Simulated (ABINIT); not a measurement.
The system is BN.

```
CELL_PARAMETERS angstrom
0.00000 1.81300 1.81300
1.81300 0.00000 1.81300
1.81300 1.81300 0.00000
ATOMIC_POSITIONS crystal
N 0.25000 0.25000 0.25000
B 0.00000 0.00000 0.00000
```

The cell is a database's computed one.

Base run:

```yaml
Program: ABINIT 10.8.3 (patched build)
Functional: PBEsol
Potentials_or_basis: PseudoDojo NC SR PBEsol v0.4 stringent
Cutoff: 1143 eV
k_mesh: 13 × 13 × 13
Occupations: fermi-dirac, width 0.05 eV
Spin: no spin polarisation
```

Its results: band gap on the k mesh 4.41 eV, indirect (least direct gap 8.78 eV); pressure -5.7 GPa.

Problem. The run is repeated on the same cell with these changes: functional from PBEsol to SCAN; potentials or basis from PseudoDojo NC SR PBEsol v0.4 stringent to JTH PAW PBE v2.0; cutoff from 1143 eV to 816 eV. What comes out?

Solution. Band gap on the k mesh 5.01 eV, indirect (least direct gap 9.42 eV); pressure -4.0 GPa.

Caveats: the PAW data sets were made with another functional, which shifts forces and pressure a little (some runs).

A k mesh can miss the band edges.
